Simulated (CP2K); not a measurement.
Runs of CP2K 2026.2 on HfC. The structure is cubic, space group Fm-3m (No. 225). Conventional cell: a = 4.650 Å, b = 4.650 Å, c = 4.650 Å, α = 90.00°, β = 90.00°, γ = 90.00°. Around Hf (site symmetry m-3m) lie 6 C at 2.32 Å. C (site symmetry m-3m) is surrounded by 6 Hf at 2.32 Å. 

```tsv
task	level	potentials or basis	cell	k mesh	k points reduced by the point group	cutoff of the non-local correlation (Ry)	cutoff radius of the dispersion sum (A)	EXTRAPOLATION	optimiser	gap on the mesh (eV)	pressure (GPa)
single point	PBEsol+rVV10	POTENTIAL_UZH Hf GTH-PBE-q12, C GTH-PBE-q4; TZVP-MOLOPT-PBE-GTH basis	as given	10 × 10 × 10	yes	300	-	-	-	none	-6.9
single point	PBEsol	POTENTIAL_UZH Hf GTH-PBE-q12, C GTH-PBE-q4; TZVP-MOLOPT-PBE-GTH basis	as given	10 × 10 × 10	yes	-	-	-	-	none	-6.5
single point	PBEsol+D3(BJ)+ATM	POTENTIAL_UZH Hf GTH-PBE-q12, C GTH-PBE-q4; TZVP-MOLOPT-PBE-GTH basis	as given	10 × 10 × 10	yes	-	20	-	-	none	(b)
single point	PBEsol+D3	POTENTIAL_UZH Hf GTH-PBE-q12, C GTH-PBE-q4; TZVP-MOLOPT-PBE-GTH basis	as given	10 × 10 × 10	yes	-	20	-	-	none	(a)
relaxation of cell and atoms	PBE	POTENTIAL_UZH Hf GTH-PBE-q12, C GTH-PBE-q4; DZVP-MOLOPT-PBE-GTH basis	relaxed	8 × 8 × 8	-	-	-	USE_PREV_P	BFGS	none	0.0
single point	PBEsol+D4	POTENTIAL_UZH Hf GTH-PBE-q12, C GTH-PBE-q4; TZVP-MOLOPT-PBE-GTH basis	as given	10 × 10 × 10	yes	-	20	-	-	none	-8.4
single point	PBEsol+D3(BJ)	POTENTIAL_UZH Hf GTH-PBE-q12, C GTH-PBE-q4; TZVP-MOLOPT-PBE-GTH basis	as given	10 × 10 × 10	yes	-	20	-	-	none	-11.2
relaxation of cell and atoms	PBE	POTENTIAL_UZH Hf GTH-PBE-q12, C GTH-PBE-q4; DZVP-MOLOPT-PBE-GTH basis	relaxed to 10 GPa	8 × 8 × 8	-	-	-	USE_PREV_P	BFGS	none	10.0
```

Alike in all rows: no spin polarisation; smearing fermi-dirac 0.05 eV.

Question: Fill in the values left out.

Answer: (a) -9.8; (b) -10.7.

Caveats: the basis of atomic orbitals isn't converged, which shifts pressures, moduli and gaps; the potentials were made for another functional, which shifts forces and pressure (some runs); pairwise dispersion overbinds metals, which lowers pressure and volume (some runs); the real-space grid breaks the cell's symmetry a little (some runs).

A k mesh can miss the band edges, and the runs leave out spin-orbit coupling on Hf.

A gap of «none» marks a metal or a gap under the smearing width.
